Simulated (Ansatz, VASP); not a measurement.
**Two plane-wave programs on Ag**

INCAR

```
PREC = Accurate
ENCUT = 520
EDIFF = 1E-7
ISMEAR = 1
SIGMA = 0.1
LREAL = F
LASPH = T
NELM = 60
ALGO = Normal
ISIF = 2
LWAVE = F
LCHARG = T
GGA = PS
IVDW = 12
LELF = T
LVHAR = T
NBANDS = 24
```

Contents of KPOINTS:

```
regular mesh
0
Gamma
  6 6 6
```

File POSCAR:

```
Ag
1.0
    4.1440000000      0.0000000000      0.0000000000
    0.0000000000      4.1440000000      0.0000000000
    0.0000000000      0.0000000000      4.1440000000
Ag
3
Direct
    0.0000000000      0.5000000000      0.5000000000
    0.5000000000      0.0000000000      0.5000000000
    0.5000000000      0.5000000000      0.0000000000
```

Input for Ansatz:

```yaml
crystal:
  lattice:
    - [4.144, 0.0, 0.0]
    - [0.0, 4.144, 0.0]
    - [0.0, 0.0, 4.144]
  atoms:
    - { symbol: Ag, position: [0.0, 0.5, 0.5] }
    - { symbol: Ag, position: [0.5, 0.0, 0.5] }
    - { symbol: Ag, position: [0.5, 0.5, 0.0] }
basis:
  ecutwfc: 460.0
  fft_grid_basis: typed
kpoints:
  mp_grid:
    grid: [6, 6, 6]
hamiltonian:
  xc: pbesol
  dispersion: d3bj
scf:
  convergence:
    dr2_threshold: 1.0e-05
  occupations:
    method: methfessel_paxton
output:
  write_density: true
```

This isn't the form of Ag at room conditions, which is fcc.

Alike in both runs: task single point; functional PBEsol; dispersion D3(BJ); k mesh 6 × 6 × 6; no spin polarisation.

|  | VASP | Ansatz |
| --- | --- | --- |
| version | VASP 6.6.1 | Ansatz 0.2.0 |
| potentials or method | VASP PAW PBE potentials, release 64 (Ag) | plane waves, PAW |
| plane-wave cutoff (eV) | 520 | 460 |
| occupations | methfessel-paxton of order 1, width 0.1 eV | methfessel-paxton of order 1 |
| valence electrons in the cell | 33 | 57 |

Ansatz gave:

```
dispersion energy (meV/atom) : -389.7
```

Q: What did VASP give for the same quantities?

A: Dispersion energy (meV/atom): -389.6.

The two sets of potentials don't hold the same shells in valence.
